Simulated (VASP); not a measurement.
Input of a VASP 6.6.1 run:

The input INCAR:

```
  PREC = Accurate
  ENCUT = 600
  EDIFF = 1E-7
  ISMEAR = 0
  SIGMA = 0.1
  LREAL = False
  LASPH = True
  NELM = 80
  ALGO = Normal
  ISIF = 3
  LWAVE = False
  LCHARG = False
  GGA = CA
  IBRION = 2
  NSW = 90
  EDIFFG = -0.005
```

The input KPOINTS:

```
Automatic mesh
0
Gamma
  18 18 18
```

File POSCAR:

```
Ti
1.0
   -1.6532500000      1.6532500000      1.6532500000
    1.6532500000     -1.6532500000      1.6532500000
    1.6532500000      1.6532500000     -1.6532500000
Ti
1
Direct
    0.0000000000      0.0000000000      0.0000000000
```

Potentials or basis: VASP PAW LDA potentials, release 64 (Ti_sv).

Command:

```sh
$ cat potpaw_LDA.64/Ti_sv/POTCAR > POTCAR
$ mpirun -np 1 vasp_std > vasp.out
```

(1) Estimate the relaxed volume.

(2) Predict the band gap on the k mesh.

(3) Estimate the space group after relaxing (to 0.05 Å).

Answers

(1) 15.83 Å³/atom.

(2) none (metal or under the smearing width).

(3) Im-3m (No. 229).

Caveat: the volume moved by -12 % from the deposited cell, more than functionals usually miss.
